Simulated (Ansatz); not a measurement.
**Li: zone-centre modes**

These are results of DFT PBE, scalar-relativistic, plane waves, PAW (Ansatz), not measurements. Cutoff 420 eV, 20×20×12 k-points (Γ-centred), Fermi-Dirac smearing of 0.15 eV. No spin polarisation. Phonons by linear response, acoustic sum rule imposed.

The cell, relaxed at this level:
```xyz
2
Lattice="2.6482 -1.5284 0.0105 2.6482 1.5284 0.0105 -0.0221 0.0000 5.0108" Properties=species:S:1:pos:R:3 pbc="T T T"
Li    1.7607    0.0000    1.2597
Li    3.5137    0.0000    3.7721
```

The cell was found from a structure generator's guess, not taken from experiment. In a metal, frequencies depend on the k mesh and the smearing, soft modes most.

(1) Is this structure stable against zone-centre distortions?

(2) List the optical modes at Γ (i marks imaginary ones).

Results:

(1) Yes, at Γ: no optical mode is imaginary. Strains and other wave vectors aren't tested by this run.

(2)
```tsv
frequency (cm⁻¹)	degeneracy
123	1
124	1
314	1
```
